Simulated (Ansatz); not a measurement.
**Field gradients of SiC from run to run**

Cell of run 1: a refined structure from the COD.

Space group Cmc2_1 (No. 36); a = 3.0778, b = 5.3350, c = 15.1219 Å.

```
site  Wyckoff  site symmetry       x       y       z
 Si1       4a            m..  0.5000  0.3327  0.1420
 Si3       4a            m..  0.5000  0.9993  0.4759
 Si5       4a            m..  0.5000  0.6643  0.3088
  C7       4a            m..  0.5000  0.0040  0.3497
  C9       4a            m..  0.5000  0.3400  0.0183
 C11       4a            m..  0.5000  0.6710  0.1832
```

One atom of each set is listed; the run and its k-mesh use a cell of 12 atoms with edges of 3.08, 3.08, 15.12 Å.

Relaxed positions (PBE, cell held):

Si1 (0.5000, 0.3333, 0.1423)
Si3 (0.5000, 0.9999, 0.4755)
Si5 (0.5000, 0.6666, 0.3088)
C7 (0.5000, 0.9998, 0.3502)
C9 (0.5000, 0.3334, 0.0173)
C11 (0.5000, 0.6666, 0.1838)

All runs are DFT with Ansatz 0.2.0 (plane waves and PAW, scalar-relativistic unless spin–orbit coupling is named, Γ-centred meshes, Fermi–Dirac smearing where given) in this cell.

Run 1: PBE, atoms as given; 420 eV, 16×16×3 k-points, smearing 0.02 eV.
Run 2: PBE, atoms relaxed; 420 eV, 16×16×3 k-points, smearing 0.02 eV.
Run 3: r2SCAN, at the relaxed atoms; 500 eV, 16×16×3 k-points, smearing 0.02 eV.
Run 4: LDA, at the relaxed atoms; 420 eV, 16×16×3 k-points, smearing 0.02 eV.
Run 5: PBEsol, at the relaxed atoms; 420 eV, 16×16×3 k-points, smearing 0.02 eV.

```tsv
run	Si1 V_zz (η)	Si3 V_zz (η)	Si5 V_zz (η)
1	0.78 (0.47)	0.73 (0.87)	0.99 (0.92)
2	0.21 (0.01)	-0.057 (0.06)	0.26 (0.01)
3	0.21 (0.01)	-0.051 (0.06)	0.28 (0.01)
4	?	?	?
5	0.21 (0.01)	-0.054 (0.07)	0.25 (0.01)
```

V_zz in 10²¹ V/m²; 3 of the 6 sets of like atoms are followed.

(1) Estimate the row of run 4.

Results:

(1) Si1: 0.21 (0.01); Si3: -0.052 (0.08); Si5: 0.24 (0.01). It lies nearest to run 5, from whose tensors on these sites it differs by 0.01 at most (largest principal value of the difference). Taken one at a time, the positions of the atoms (as given or relaxed) move the tensors on these sites by up to 0.98 (largest principal value of the change, on Si5), the functional (between the two that differ most) by 0.04 (Si5). On some sites the largest principal value moves to another axis from run to run, and the sign of V_zz can flip with it.

In run 1 the atoms aren't at the calculated equilibrium (largest force 0.73 eV/Å).
